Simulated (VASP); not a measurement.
# InP (F-43m) in VASP: further runs

InP is run at these levels: PBE+D4; tasks: single point.

Program: VASP 6.6.1. These are calculated values, not measurements. Logs are shortened: lines on timing, memory, paths and dates and some standing lists are left out, and cuts for length are marked.

**Experimental background.**

A printed reference work, data compilation reports, for a bulk crystal of InP at 1.6 K: band gap 1.4236 eV (direct).

How close the calculation comes is told below.

### 1 The cell of the first run

The structure is cubic, space group F-43m (No. 216). Conventional cell: a = 5.891 Å, b = 5.891 Å, c = 5.891 Å, α = 90.00°, β = 90.00°, γ = 90.00°. In (site symmetry -43m) has 4 P at 2.55 Å within 3.4 Å. P (site symmetry -43m) has 4 In at 2.55 Å within 3.4 Å.

### 2 Single point, PBE+D4 (25.56 Å³/atom)

INCAR

```
PREC = Accurate
ENCUT = 520
EDIFF = 1E-6
ISMEAR = 0
SIGMA = 0.05
LREAL = False
LASPH = True
NELM = 100
ALGO = Normal
ISIF = 2
LWAVE = False
LCHARG = False
GGA = PE
IVDW = 13
NBANDS = 16
```

KPOINTS

```
Automatic mesh
0
Gamma
  8 8 8
```

POSCAR

```
InP
1.0
    0.0000000000      2.9456566868      2.9456566868
    2.9456566868      0.0000000000      2.9456566868
    2.9456566868      2.9456566868      0.0000000000
In P
1 1
Direct
    0.0000000000      0.0000000000      0.0000000000
    0.7500000000      0.7500000000      0.7500000000
```

Potentials or basis: VASP PAW PBE potentials, release 64 (In_d, P).

Launch:

```sh
> cat potpaw_PBE.64/In_d/POTCAR potpaw_PBE.64/P/POTCAR > POTCAR
> mpirun -np 1 vasp_std > vasp.out
```

OUTCAR:

```text
PREC = Accurate
   ENCUT = 520
   EDIFF = 1E-6
   ISMEAR = 0
   LREAL = False
   LASPH = True
   NELM = 100
   ISIF = 2
   GGA = PE
   IVDW = 13

 ion  position               nearest neighbor table
   1  0.000  0.000  0.000-   2 2.55   2 2.55   2 2.55   2 2.55
   2  0.750  0.750  0.750-   1 2.55   1 2.55   1 2.55   1 2.55

  LATTYP: Found a face centered cubic cell.
 ALAT       =     5.8913133736

  Lattice vectors:

 A1 = (   0.0000000000,   2.9456566868,   2.9456566868)
 A2 = (   2.9456566868,   0.0000000000,   2.9456566868)
 A3 = (   2.9456566868,   2.9456566868,   0.0000000000)

Analysis of symmetry for initial positions (statically):
=====================================================================
 Subroutine PRICEL returns:
 Original cell was already a primitive cell.

 Routine SETGRP: Setting up the symmetry group for a
 face centered cubic supercell.

 Subroutine GETGRP returns: Found 24 space group operations
 (whereof 24 operations were pure point group operations)
 out of a pool of 48 trial point group operations.

The static configuration has the point symmetry T_d .

Analysis of symmetry for dynamics (positions and initial velocities):
=====================================================================
 Subroutine PRICEL returns:
 Original cell was already a primitive cell.

 Routine SETGRP: Setting up the symmetry group for a
 face centered cubic supercell.

 Subroutine GETGRP returns: Found 24 space group operations
 (whereof 24 operations were pure point group operations)
 out of a pool of 48 trial point group operations.

The dynamic configuration has the point symmetry T_d .

 Subroutine INISYM returns: Found 24 space group operations
 (whereof 24 operations are pure point group operations),
 and found     1 'primitive' translations

----------------------------------------------------------------------------------------

                                     Primitive cell

  volume of cell :      51.1183

  direct lattice vectors                    reciprocal lattice vectors
     0.000000000  2.945656687  2.945656687    -0.169741437  0.169741437  0.169741437
     2.945656687  0.000000000  2.945656687     0.169741437 -0.169741437  0.169741437
     2.945656687  2.945656687  0.000000000     0.169741437  0.169741437 -0.169741437

  length of vectors
     4.165787637  4.165787637  4.165787637     0.294000794  0.294000794  0.294000794

  position of ions in fractional coordinates (direct lattice)
     0.000000000  0.000000000  0.000000000
     0.750000000  0.750000000  0.750000000

  ion indices of the primitive-cell ions
   primitive index   ion index
                 1           1
                 2           2

----------------------------------------------------------------------------------------

 KPOINTS: Automatic mesh

Automatic generation of k-mesh.
 Grid dimensions read from file:
 generate k-points for:    8    8    8

 Generating k-lattice:

  Cartesian coordinates                     Fractional coordinates (reciprocal lattice)
    -0.021217680  0.021217680  0.021217680     0.125000000  0.000000000  0.000000000
     0.021217680 -0.021217680  0.021217680     0.000000000  0.125000000  0.000000000
     0.021217680  0.021217680 -0.021217680     0.000000000  0.000000000  0.125000000

  Length of vectors
     0.036750099  0.036750099  0.036750099

  Shift w.r.t. Gamma in fractional coordinates (k-lattice)
     0.000000000  0.000000000  0.000000000

 Subroutine IBZKPT returns following result:
 ===========================================

 Found     29 irreducible k-points:

 Following reciprocal coordinates:
            Coordinates               Weight
  0.000000  0.000000  0.000000      1.000000
  0.125000  0.000000  0.000000      8.000000
  0.250000  0.000000  0.000000      8.000000
  0.375000  0.000000  0.000000      8.000000
  0.500000  0.000000  0.000000      4.000000
  0.125000  0.125000  0.000000      6.000000
[... 16 lines left out ...]
  0.500000  0.250000  0.125000     48.000000
 -0.375000  0.250000  0.125000     24.000000
 [... further k-points ...]
   k-points           NKPTS =     29   k-points in BZ     NKDIM =     29   number of bands    NBANDS=     16
   number of dos      NEDOS =    301   number of ions     NIONS =      2
   total plane-waves  NPLWV =  32768
   dimension x,y,z NGX =    32 NGY =   32 NGZ =   32
   dimension x,y,z NGXF=    64 NGYF=   64 NGZF=   64
   ions per type =               1   1
   NGX,Y,Z   is equivalent  to a cutoff of  12.77, 12.77, 12.77 a.u.
   NGXF,Y,Z  is equivalent  to a cutoff of  25.54, 25.54, 25.54 a.u.
 SYSTEM =  unknown system
   PREC   = accura    normal or accurate (medium, high low for compatibility)
   ISTART =      0    job   : 0-new  1-cont  2-samecut
   ICHARG =      2    charge: 1-file 2-atom 10-const
   ISPIN  =      1    spin polarized calculation?
   LNONCOLLINEAR =      F non collinear calculations
   LSORBIT =      F    spin-orbit coupling
   LASPH  =      T    aspherical Exc in radial PAW
   ENCUT  =  520.0 eV  38.22 Ry    6.18 a.u.   7.75  7.75  7.75*2*pi/ulx,y,z
   NELM   =    100;   NELMIN=  2; NELMDL= -5     # of ELM steps
   EDIFF  = 0.1E-05   stopping-criterion for ELM
   LREAL  =      F    real-space projection
   EDIFFG = 0.1E-04   stopping-criterion for IOM
   NSW    =      0    number of steps for IOM
   IBRION =     -1    ionic relax: 0-MD 1-quasi-New 2-CG
   NFREE  =      0    steps in history (QN), initial steepest desc. (CG)
   ISIF   =      2    stress and relaxation
   ISYM   =      2    0-nonsym 1-usesym 2-fastsym
   POTIM  = 0.5000    time-step for ionic-motion
   TEBEG  =    0.0;   TEEND  =   0.0 temperature during run
   PSTRESS=    0.0 pullay stress
   NELECT =      18.0000    total number of electrons
   NUPDOWN=      -1.0000    fix difference up-down
   EMIN   =  10.00;   EMAX   =-10.00  energy-range for DOS
   EFERMI =   0.00;   METHOD = LEGACY
   ISMEAR =     0;   SIGMA  =   0.05  broadening in eV -4-tet -1-fermi 0-gaus
   EFERMI_NEDOS =   21; number of points for ismear=-14 and -15
   IALGO  =     38    algorithm
   IMIX   =      4    mixing-type and parameters
     AMIX     =   0.40;   BMIX     =  1.00
     AMIX_MAG =   1.60;   BMIX_MAG =  1.00
  volume/ion in A,a.u.               =      25.56       172.48
  Fermi-wavevector in a.u.,A,eV,Ry     =   1.156042  2.184602 18.183270  1.336433
  Thomas-Fermi vector in A             =   2.292665
   LORBIT       =      0    0 simple, 1 ext, 2 COOP (PROOUT), +10 PAW based schemes
   GGA     = PE    functional components
   LHFCALC =     F    Hartree Fock is set to
   AEXX    =    0.0000 exact exchange contribution
   IVDW    =    13    specifies the selected vdW correction
   LEPSILON=     F    determine dielectric tensor
   LRPA    =     F    only Hartree local field effects (RPA)
 non-spin polarized calculation
 Gauss-broadening in eV      SIGMA  =   0.05
  energy-cutoff  :      520.00
  volume of cell :       51.12
 maximum number of plane-waves:      1387
   NGX = 15   NGY = 15   NGZ = 15

 number of electron      18.0000008 magnetization

 Free energy of the ion-electron system (eV)
  ---------------------------------------------------
  ext. energy  EPLUGINS =         0.00000000
  ---------------------------------------------------
  free energy    TOTEN  =        -8.39429011 eV

  energy without entropy =       -8.39429011  energy(sigma->0) =       -8.39429011

 E-fermi :   5.2685     XC(G=0):  -9.2146

 val. band max:        5.0208748507   @ k =   0.0000   0.0000   0.0000
 cond. band min:       5.6483705899   @ k =   0.0000   0.0000   0.0000
 fundamental gap:      0.6274957392
 Fermi energy:         5.2685031298

 k-point     1 :       0.0000    0.0000    0.0000
  band No.  band energies     occupation
      1      -9.1350      2.00000
      2      -9.1350      2.00000
      3      -9.1350      2.00000
      4      -8.9906      2.00000
      5      -8.9906      2.00000
      6      -6.3914      2.00000
[... 8 lines left out ...]
     15      14.4458      0.00000
     16      14.4458      0.00000

 k-point     2 :       0.1250    0.0000    0.0000
  band No.  band energies     occupation
      1      -9.1527      2.00000
      2      -9.1279      2.00000
      3      -9.1279      2.00000
      4      -8.9905      2.00000
      5      -8.9905      2.00000
      6      -6.2174      2.00000
[... 8 lines left out ...]
     15      13.8175      0.00000
     16      14.3056      0.00000

 k-point     3 :       0.2500    0.0000    0.0000
  band No.  band energies     occupation
      1      -9.1934      2.00000
      2      -9.1129      2.00000
      3      -9.1129      2.00000
      4      -8.9880      2.00000
      5      -8.9880      2.00000
      6      -5.7316      2.00000
[... 8 lines left out ...]
     15      13.5959      0.00000
     16      14.1285      0.00000

 k-point     4 :       0.3750    0.0000    0.0000
  band No.  band energies     occupation
      1      -9.2317      2.00000
      2      -9.1015      2.00000
      3      -9.1015      2.00000
      4      -8.9816      2.00000
      5      -8.9816      2.00000
      6      -5.0840      2.00000
[... 8 lines left out ...]
     15      14.5114      0.00000
     16      14.5114      0.00000
[... 324 lines left out ...]
 k-point    22 :       0.3750    0.2500    0.1250
  band No.  band energies     occupation
      1      -9.2296      2.00000
      2      -9.0945      2.00000
      3      -9.0885      2.00000
      4      -9.0048      2.00000
      5      -8.9762      2.00000
      6      -5.3280      2.00000
[... 8 lines left out ...]
     15      15.1690      0.00000
     16      16.5991      0.00000

 k-point    23 :       0.5000    0.2500    0.1250
  band No.  band energies     occupation
      1      -9.2522      2.00000
      2      -9.0894      2.00000
      3      -9.0747      2.00000
      4      -9.0011      2.00000
      5      -8.9758      2.00000
      6      -4.7360      2.00000
[... 8 lines left out ...]
     15      15.8059      0.00000
     16      16.3793      0.00000

 k-point    24 :      -0.3750    0.2500    0.1250
  band No.  band energies     occupation
      1      -9.2605      2.00000
      2      -9.0889      2.00000
      3      -9.0700      2.00000
      4      -8.9955      2.00000
      5      -8.9782      2.00000
      6      -4.4091      2.00000
[... 8 lines left out ...]
     15      15.6885      0.00000
     16      16.2923      0.00000

 [... further k-points ...]

------------------------ aborting loop because EDIFF is reached ----------------------------------------

  DFT-D4 for vdW energy calculation

  Edisp (eV):   -0.66310

  FORCE on cell =-STRESS in cart. coord.  units (eV):
  Direction    XX          YY          ZZ          XY          YZ          ZX
  --------------------------------------------------------------------------------------
  -------------------------------------------------------------------------------------
  Total      -0.01813    -0.01813    -0.01813     0.00000     0.00000    -0.00000
  in kB      -0.56836    -0.56836    -0.56836     0.00000     0.00000    -0.00000
  external pressure =       -0.57 kB  Pullay stress =        0.00 kB

 VOLUME and BASIS-vectors are now :
 -----------------------------------------------------------------------------
  energy-cutoff  :      520.00
  volume of cell :       51.12
      direct lattice vectors                 reciprocal lattice vectors
     0.000000000  2.945656687  2.945656687    -0.169741437  0.169741437  0.169741437
     2.945656687  0.000000000  2.945656687     0.169741437 -0.169741437  0.169741437
     2.945656687  2.945656687  0.000000000     0.169741437  0.169741437 -0.169741437

 POSITION                                       TOTAL-FORCE (eV/Angst)
 -----------------------------------------------------------------------------------
      0.00000      0.00000      0.00000        -0.000000     -0.000000     -0.000000
      4.41849      4.41849      4.41849         0.000000      0.000000      0.000000
 -----------------------------------------------------------------------------------
    total drift:                                0.000000      0.000000      0.000000

  FREE ENERGIE OF THE ION-ELECTRON SYSTEM (eV)
  ---------------------------------------------------
  free  energy   TOTEN  =        -9.0573942846 eV

  energy  without entropy=       -9.0573942846  energy(sigma->0) =       -9.05739428
```

Wall time 27 s (1 thread of Intel Xeon 8259CL, shared host); peak memory 0.18 GiB.

Results:

| Quantity | Value |
| --- | --- |
| Free energy | -9.0574 eV |
| Pressure | -0.1 GPa |
| Band gap on the k mesh | 0.63 eV |
| Dispersion energy per atom | -0.332 eV |

Caveat: spin-orbit coupling is left out, which moves the levels of the heavy elements.

### 3 Single point, PBE+D4 (25.05 Å³/atom)

This run uses another cell than the first one, of 25.05 Å³/atom.

INCAR

```
SYSTEM = InP
ALGO = Normal
EDIFF = 1E-6
ENCUT = 520
GGA = PE
ISIF = 2
ISMEAR = 0
IVDW = 13
LASPH = .True.
LCHARG = .False.
LREAL = .False.
LWAVE = .False.
NBANDS = 16
NELM = 60
PREC = Accurate
SIGMA = 0.05
```

KPOINTS

```
k-points
0
Gamma
  8 8 8
  0 0 0
```

POSCAR

```
InP
1.0
    0.0000000000      2.9258865832      2.9258865832
    2.9258865832      0.0000000000      2.9258865832
    2.9258865832      2.9258865832      0.0000000000
In P
1 1
Direct
    0.0000000000      0.0000000000      0.0000000000
    0.7500000000      0.7500000000      0.7500000000
```

Potentials or basis: VASP PAW PBE potentials, release 64 (In_d, P).

Launch:

```sh
> cat potpaw_PBE.64/In_d/POTCAR potpaw_PBE.64/P/POTCAR > POTCAR
> mpirun -np 1 vasp_std > vasp.out
```

It took 28 s on 1 thread of Intel Xeon 8259CL, shared host; peak memory 0.18 GiB.

The run converged. Its results:

* Free energy: -9.0531 eV
* Pressure: 1.3 GPa
* Band gap on the k mesh: 0.74 eV
* Dispersion energy per atom: -0.339 eV

Levels at points of the mesh, in eV from the valence-band top:
```csv
k point,band 6,band 7,band 8,band 9,band 10,band 11,band 12,band 13
"(0.00, 0.00, 0.00)",-11.55,0.00,0.00,0.00,0.74,4.09,4.09,4.09
"(0.50, 0.00, 0.00)",-9.81,-5.75,-0.98,-0.98,1.51,4.81,4.81,7.11
"(0.50, 0.50, 0.00)",-9.15,-5.77,-2.34,-2.34,1.75,2.27,9.24,9.63
```

Caveat: spin-orbit coupling is left out, which moves the levels of the heavy elements. As with any semilocal functional, this PBE gap is likely too small.

### 4 How close it comes

Step 2. Measured gap of InP: 1.4236 eV (direct; 1.6 K; a printed reference work, data compilation). This calculation gives 0.63 eV (-0.80 eV). Spin-orbit coupling on In is left out. The value is that of PBE+D4, without temperature or zero-point motion. Semilocal functionals fall short of measured gaps as a rule.
